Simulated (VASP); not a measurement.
Here is a VASP 6.6.1 calculation.

The input INCAR:

```
SYSTEM = La
PREC = Accurate ; ENCUT = 600
EDIFF = 1E-7 ; ISMEAR = 0
SIGMA = 0.1 ; LREAL = .False.
LASPH = .True. ; NELM = 100
ALGO = Normal ; ISIF = 3
LWAVE = .False. ; LCHARG = .False.
METAGGA = R2SCAN ; LMIXTAU = .True.
LUSE_VDW = .True. ; IVDW_NL = 2
BPARAM = 11.95 ; CPARAM = 0.0093
IBRION = 2 ; NSW = 90
EDIFFG = -0.005
```

File KPOINTS:

```
Automatic mesh
0
Gamma
  12 12 4
  0 0 0
```

Contents of POSCAR:

```
La
1.0
    3.7963115000      0.0000000000      0.0000000000
   -1.8981557500      3.2877022000      0.0000000000
    0.0000000000      0.0000000000     12.0412575300
La
4
Direct
    0.0000000000      0.0000000000      0.0000000000
    0.0000000000      0.0000000000      0.5000000000
    0.3333333300      0.6666666700      0.2500000000
    0.6666666700      0.3333333300      0.7500000000
```

Potentials or basis: VASP PAW PBE potentials, release 64 (La).

The run is started by

```bash
$ cat potpaw_PBE.64/La/POTCAR > POTCAR
$ mpirun -np 1 vasp_std > vasp.out
```

Estimate the relaxed cell.

a = 3.750 Å, b = 3.750 Å, c = 11.984 Å, α = 90.00°, β = 90.00°, γ = 120.00°.

Estimate the space group after relaxing (to 0.05 Å).

P6_3/mmc (No. 194).

Estimate the band gap on the k mesh.

none (metal or under the smearing width).

The path:
```tsv
step	energy change (eV)	largest force (eV/Å)	pressure (GPa)	volume (Å³)
1	0.0000	0.0000	-0.68	150.29
2	-0.0095	0.0000	-0.15	146.85
3	-0.0100	0.0000	0.02	145.79
4	-0.0100	0.0000	0.00	145.88
5	-0.0101	0.0000	-0.01	145.92
6	-0.0102	0.0000	-0.01	145.95
```

Caveat: the PAW data sets were made with another functional, which shifts forces and pressure a little; pairwise dispersion overbinds metals, which lowers pressure and volume. The run has no spin-orbit coupling, so splittings on La are missing.
